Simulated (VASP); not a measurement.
# SiC (P6_3mc) in VASP: notebook, part 2 of 2

VASP 6.6.1. Earlier steps stand in the parts before.

### Step 3. Relaxation of cell and atoms, PBEsol

This run uses another cell than the first one, of 10.34 Å³/atom, 1.003 times its volume.

Contents of INCAR:

```
SYSTEM = SiC
ALGO = Normal
EDIFF = 1E-7
EDIFFG = -0.005
ENCUT = 600
GGA = PS
IBRION = 2
ISIF = 3
ISMEAR = 0
KPAR = 2
LASPH = .TRUE.
LCHARG = .FALSE.
LREAL = .FALSE.
LWAVE = .FALSE.
NELM = 80
NSW = 90
PREC = Accurate
SIGMA = 0.03
```

Contents of KPOINTS:

```
k-points
0
G
  12 12 3
  0 0 0
```

Contents of POSCAR:

```
SiC                                     
1.0
    3.0789830386      0.0000000000      0.0000000000
   -1.5394915143      2.6664775311      0.0000000000
    0.0000000000      0.0000000000     10.0795947993
  Si              C             
     4     4
Direct
     0.6666666699999979    0.3333333300000021    0.9378313346310083
     0.3333333300000021    0.6666666699999979    0.4378313346310084
     0.0000000000000000    0.0000000000000000    0.6878993575499718
     0.0000000000000000    0.0000000000000000    0.1878993575499718
     0.6666666699999979    0.3333333300000021    0.7498119035626425
     0.3333333300000021    0.6666666699999979    0.2498119035626425
     0.0000000000000000    0.0000000000000000    0.5004564042563847
     0.0000000000000000    0.0000000000000000    0.0004564042563847
```

Potentials or basis: VASP PAW PBE potentials, release 64 (Si, C).

Launch:

```sh
> cat potpaw_PBE.64/Si/POTCAR potpaw_PBE.64/C/POTCAR > POTCAR
> mpirun -np 2 vasp_std > vasp.out
```

OUTCAR:

```text
SYSTEM = SiC
   EDIFF = 1E-7
   EDIFFG = -0.005
   ENCUT = 600
   GGA = PS
   IBRION = 2
   ISIF = 3
   ISMEAR = 0
   LASPH = .TRUE.
   LREAL = .FALSE.
   NELM = 80
   NSW = 90
   PREC = Accurate

 ion  position               nearest neighbor table
   1  0.667  0.333  0.938-   8 1.89   8 1.89   8 1.89   5 1.90   3 3.08   3 3.08   3 3.08   4 3.08
                             4 3.08   4 3.08
   2  0.333  0.667  0.438-   7 1.89   7 1.89   7 1.89   6 1.90   4 3.08   4 3.08   4 3.08   3 3.08
                             3 3.08   3 3.08
   3  0.000  0.000  0.688-   5 1.88   5 1.88   5 1.88   7 1.89   1 3.08   1 3.08   1 3.08   2 3.08
                             2 3.08   2 3.08
   4  0.000  0.000  0.188-   6 1.88   6 1.88   6 1.88   8 1.89   2 3.08   2 3.08   2 3.08   1 3.08
                             1 3.08   1 3.08
[... 800 lines left out ...]

 VOLUME and BASIS-vectors are now :
 -----------------------------------------------------------------------------
  energy-cutoff  :      600.00
  volume of cell :       82.75
      direct lattice vectors                 reciprocal lattice vectors
     3.078983039  0.000000000  0.000000000     0.324782562  0.187513299  0.000000000
    -1.539491514  2.666477531  0.000000000     0.000000000  0.375026599  0.000000000
     0.000000000  0.000000000 10.079594799     0.000000000  0.000000000  0.099210337

 POSITION                                       TOTAL-FORCE (eV/Angst)
 -----------------------------------------------------------------------------------
      1.53949      0.88883      9.45296         0.000000     -0.000000      0.002066
     -0.00000      1.77765      4.41316         0.000000     -0.000000      0.002066
      0.00000      0.00000      6.93375        -0.000000      0.000000      0.001855
      0.00000      0.00000      1.89395         0.000000     -0.000000      0.001855
      1.53949      0.88883      7.55780        -0.000000      0.000000     -0.001482
     -0.00000      1.77765      2.51800        -0.000000      0.000000     -0.001482
      0.00000      0.00000      5.04440         0.000000      0.000000     -0.002439
      0.00000      0.00000      0.00460         0.000000      0.000000     -0.002439
 -----------------------------------------------------------------------------------
    total drift:                                0.000000      0.000000      0.000073

  FREE ENERGIE OF THE ION-ELECTRON SYSTEM (eV)
  ---------------------------------------------------
  free  energy   TOTEN  =       -63.6762689958 eV

  energy  without entropy=      -63.6762689958  energy(sigma->0) =      -63.67626900

 reached required accuracy - stopping structural energy minimisation
```

OSZICAR:

```text
N       E                     dE             d eps       ncg     rms          rms(c)
DAV:   1     0.935815109741E+02    0.93582E+02   -0.16163E+04  1596   0.155E+03
DAV:   2    -0.628729993245E+02   -0.15645E+03   -0.14822E+03  2236   0.225E+02
DAV:   3    -0.707259284323E+02   -0.78529E+01   -0.78094E+01  1979   0.520E+01
DAV:   4    -0.708591523452E+02   -0.13322E+00   -0.13288E+00  1990   0.751E+00
DAV:   5    -0.708623963054E+02   -0.32440E-02   -0.32428E-02  1911   0.113E+00    0.175E+01
DAV:   6    -0.639883613025E+02    0.68740E+01   -0.22632E+01  1876   0.228E+01    0.788E+00
DAV:   7    -0.637310666342E+02    0.25729E+00   -0.17231E+00  2187   0.667E+00    0.328E+00
DAV:   8    -0.636804069737E+02    0.50660E-01   -0.10770E-01  1891   0.185E+00    0.793E-01
DAV:   9    -0.636760531216E+02    0.43539E-02   -0.11689E-02  1941   0.629E-01    0.159E-01
DAV:  10    -0.636762595410E+02   -0.20642E-03   -0.77248E-04  1979   0.166E-01    0.666E-02
DAV:  11    -0.636762678712E+02   -0.83302E-05   -0.68189E-05  1951   0.597E-02    0.131E-02
DAV:  12    -0.636762685804E+02   -0.70919E-06   -0.44616E-06  1998   0.121E-02    0.458E-03
DAV:  13    -0.636762690085E+02   -0.42810E-06   -0.29733E-07  1521   0.327E-03    0.183E-03
DAV:  14    -0.636762689958E+02    0.12765E-07   -0.30196E-08  1263   0.116E-03
   1 F= -.63676269E+02 E0= -.63676269E+02  d E =-.636763E+02
```

Run time: 24 s. Hardware: 2 MPI ranks of Intel Xeon 6975P-C (Granite Rapids), shared host; peak memory 0.24 GiB.

What came out:

- Free energy: -63.6763 eV
- Pressure after relaxing: 0.0 GPa
- Band gap on the k mesh: 2.11 eV, indirect (least direct gap 3.23 eV)

Forces in eV/Å, atoms in the order of the input:
```
Si   0.000  0.000  0.002
Si   0.000  0.000  0.002
Si   0.000  0.000  0.002
Si   0.000  0.000  0.002
C    0.000  0.000 -0.001
C    0.000  0.000 -0.001
C    0.000  0.000 -0.002
C    0.000  0.000 -0.002
```

Final structure:
```
CELL_PARAMETERS angstrom
3.07898 0.00000 0.00000
-1.53949 2.66648 0.00000
0.00000 0.00000 10.07959
ATOMIC_POSITIONS crystal
Si 0.66667 0.33333 0.93783
Si 0.33333 0.66667 0.43783
Si 0.00000 0.00000 0.68790
Si 0.00000 0.00000 0.18790
C 0.66667 0.33333 0.74981
C 0.33333 0.66667 0.24981
C 0.00000 0.00000 0.50046
C 0.00000 0.00000 0.00046
```

Caveat: the relaxation stopped at its first step, so nothing moved; the PAW data sets were made with another functional, which shifts forces and pressure a little; an odd mesh through Γ misses points on the zone boundary, where band edges often lie.

### Step 4. Relaxation of cell and atoms, PBEsol

Contents of INCAR:

```
  ALGO = Normal
  EDIFF = 1E-6
  EDIFFG = -0.01
  ENCUT = 600
  GGA = PS
  IBRION = 2
  ISIF = 3
  ISMEAR = 0
  KPAR = 8
  LASPH = True
  LCHARG = False
  LREAL = False
  LWAVE = False
  NELM = 80
  NSW = 90
  PREC = Accurate
  SIGMA = 0.03
```

Contents of KPOINTS:

```
k-points
0
Gamma
  12 12 3
```

Contents of POSCAR:

```
SiC
1.0
    3.0756941500      0.0000000000      0.0000000000
   -1.5378470700      2.6636292700      0.0000000000
    0.0000000000      0.0000000000     10.0706464800
Si C
4 4
Direct
    0.6666666700      0.3333333300      0.9378419800
    0.3333333300      0.6666666700      0.4378419800
    0.0000000000      0.0000000000      0.6878943800
    0.0000000000      0.0000000000      0.1878943800
    0.6666666700      0.3333333300      0.7498025900
    0.3333333300      0.6666666700      0.2498025900
    0.0000000000      0.0000000000      0.5004600500
    0.0000000000      0.0000000000      0.0004600500
```

Launch:

```sh
> cat potpaw_PBE.64/Si/POTCAR potpaw_PBE.64/C/POTCAR > POTCAR
> mpirun -np 8 vasp_std > vasp.out
```

Run time: 35 s. Hardware: 8 MPI ranks of AMD EPYC 7R13 (Zen 3), shared host; peak memory 0.28 GiB.

The run converged. Its results:

```
Free energy                            : -63.6760 eV
Relaxed volume                         : 10.34 Å³/atom
Relaxed cell                           : a = 3.079 Å, b = 3.079 Å, c = 10.080 Å, α = 90.00°, β = 90.00°, γ = 120.00°
Space group after relaxing (to 0.05 Å) : P6_3mc (No. 186)
Energy gained by relaxing              : 0.1 meV/atom
Ionic steps                            : 3
Pressure after relaxing                : 0.0 GPa
Band gap on the k mesh                 : 2.11 eV, indirect (least direct gap 3.23 eV)
```

Forces on the atoms (eV/Å):
```
Si   0.000  0.000  0.002
Si   0.000  0.000  0.002
Si   0.000  0.000  0.002
Si   0.000  0.000  0.002
C    0.000  0.000 -0.001
C    0.000  0.000 -0.001
C    0.000  0.000 -0.002
C    0.000  0.000 -0.002
```

The path:
```csv
step,energy change (eV),largest force (eV/Å),pressure (GPa),volume (Å³)
1,0.0000,0.0047,0.68,82.50
2,0.0001,0.0093,-0.73,83.03
3,-0.0005,0.0025,0.00,82.75
```

Final structure:
```cif
data_structure
_symmetry_space_group_name_H-M 'P 1'
_symmetry_Int_Tables_number 1
_cell_length_a 3.0790
_cell_length_b 3.0790
_cell_length_c 10.0796
_cell_angle_alpha 90.000
_cell_angle_beta 90.000
_cell_angle_gamma 120.000
_cell_volume 82.75
loop_
_atom_site_label
_atom_site_type_symbol
_atom_site_fract_x
_atom_site_fract_y
_atom_site_fract_z
_atom_site_occupancy
Si1 Si 0.66667 0.33333 0.93783 1
Si2 Si 0.33333 0.66667 0.43783 1
Si3 Si 0.00000 0.00000 0.68790 1
Si4 Si 0.00000 0.00000 0.18790 1
C1 C 0.66667 0.33333 0.74981 1
C2 C 0.33333 0.66667 0.24981 1
C3 C 0.00000 0.00000 0.50046 1
C4 C 0.00000 0.00000 0.00046 1
```

Levels at points of the mesh, in eV from the valence-band top:
| k point | band 13 | band 14 | band 15 | band 16 | band 17 | band 18 | band 19 | band 20 |
| --- | --- | --- | --- | --- | --- | --- | --- | --- |
| (0.00, 0.00, 0.00) | -0.59 | -0.05 | 0.00 | 0.00 | 5.03 | 5.60 | 6.24 | 6.24 |
| (0.50, 0.00, 0.00) | -2.38 | -2.23 | -1.59 | -1.13 | 2.11 | 2.24 | 4.11 | 4.65 |

Caveat: the PAW data sets were made with another functional, which shifts forces and pressure a little; an odd mesh through Γ misses points on the zone boundary, where band edges often lie.

### Step 5. Relaxation of cell and atoms, PBEsol

This run uses another cell than the first one, of 10.34 Å³/atom, 1.003 times its volume.

INCAR: that of step 4 with these lines changed.

```diff
@@ -1,4 +1,4 @@
   ALGO = Normal
-  EDIFF = 1E-6
-  EDIFFG = -0.01
+  EDIFF = 1E-7
+  EDIFFG = -0.005
   ENCUT = 600
```

KPOINTS is that of step 4.

Contents of POSCAR:

```
SiC                                     
1.0
    3.0789830383      0.0000000000     -0.0000000000
   -1.5394915141      2.6664775308      0.0000000000
   -0.0000000000      0.0000000000     10.0795947984
  Si              C             
     4     4
Direct
     0.6666666699999979    0.3333333300000021    0.9378313346318301
     0.3333333300000021    0.6666666699999979    0.4378313346318301
     1.0000000000000000    0.0000000000000000    0.6878993575492487
     0.0000000000000000    0.0000000000000000    0.1878993575492487
     0.6666666699999979    0.3333333300000021    0.7498119035619704
     0.3333333300000021    0.6666666699999979    0.2498119035619704
     0.0000000000000000    0.0000000000000000    0.5004564042569581
     0.0000000000000000    0.0000000000000000    0.0004564042569582
```

Launch:

```sh
> cat potpaw_PBE.64/Si/POTCAR potpaw_PBE.64/C/POTCAR > POTCAR
> mpirun -np 8 vasp_std > vasp.out
```

Wall time 21 s (8 MPI ranks of AMD EPYC 7R13 (Zen 3), shared host); peak memory 0.27 GiB.

Results (log left out):

| Quantity | Value |
| --- | --- |
| Free energy | -63.6763 eV |
| Pressure after relaxing | 0.0 GPa |
| Band gap on the k mesh | 2.11 eV, indirect (least direct gap 3.23 eV) |

Forces on the atoms (eV/Å):
```
Si   0.000  0.000  0.002
Si   0.000  0.000  0.002
Si   0.000  0.000  0.002
Si   0.000  0.000  0.002
C    0.000  0.000 -0.001
C    0.000  0.000 -0.001
C    0.000  0.000 -0.002
C    0.000  0.000 -0.002
```

Final structure:
```
Si C
1.0
     3.07898    0.00000    0.00000
    -1.53949    2.66648    0.00000
     0.00000    0.00000   10.07959
Si C
4 4
Direct
  0.66667 0.33333 0.93783
  0.33333 0.66667 0.43783
  0.00000 0.00000 0.68790
  0.00000 0.00000 0.18790
  0.66667 0.33333 0.74981
  0.33333 0.66667 0.24981
  0.00000 0.00000 0.50046
  0.00000 0.00000 0.00046
```

Levels at points of the mesh, in eV from the valence-band top:
```csv
k point,band 14,band 15,band 16,band 17,band 18,band 19
"(0.00, 0.00, 0.00)",-0.05,0.00,0.00,5.03,5.60,6.24
"(0.50, 0.00, 0.00)",-2.23,-1.59,-1.13,2.11,2.24,4.11
```

Caveat: the relaxation stopped at its first step, so nothing moved; the PAW data sets were made with another functional, which shifts forces and pressure a little; an odd mesh through Γ misses points on the zone boundary, where band edges often lie. A hybrid or GW would open this gap; PBEsol tends to underestimate it.
